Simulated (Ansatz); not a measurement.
# Ru under changes of volume

One of the cells (13.575 Å³/atom); the others are scaled copies at fixed shape and fractional positions:

```xyz
2
Lattice="2.7058 0.0000 0.0000 -1.3529 2.3433 0.0000 0.0000 0.0000 4.2819" Properties=species:S:1:pos:R:3 pbc="T T T"
Ru    1.3529    0.7811    3.2114
Ru    0.0000    1.5622    1.0705
```

- Program: Ansatz 0.2.0
- Functional: LDA
- Potentials or basis: all-electron LAPW, scalar-relativistic
- Cutoff: 280 eV (chosen from the basis error)
- Basis error allowed: 0.001 eV/atom
- k mesh: 11 × 11 × 6
- Occupations: fermi-dirac, width 0.05 eV
- Spin: no spin polarisation

```tsv
volume (Å³/atom)	energy over the lowest point (meV/atom)	pressure (GPa)
12.760	9.73	10.0
13.032	0.00	1.8
13.303	3.51	-5.6
13.575	18.76	-12.1
13.846	44.44	-17.9
14.118	?	?
14.389	122.42	-27.6
```

What does the run at 14.118 Å³/atom give?

Energy over the lowest point 79.35 meV/atom; pressure -23.0 GPa.

Worked out: A Birch-Murnaghan fit of order 3 (a polynomial in V^(-2/3)) to the other rows has its minimum at 13.09 Å³/atom with B0 = V·E''(V) = 367 GPa and B' = 4.8 at fixed shape and positions, which overstates the stiffness. It gives 79.40 meV/atom at 14.118 Å³/atom, against the run's 79.35, and -dE/dV = -23.1 GPa, against -23.0.

Energies are extrapolated to zero smearing.

The runs don't all hold the same shells in valence.
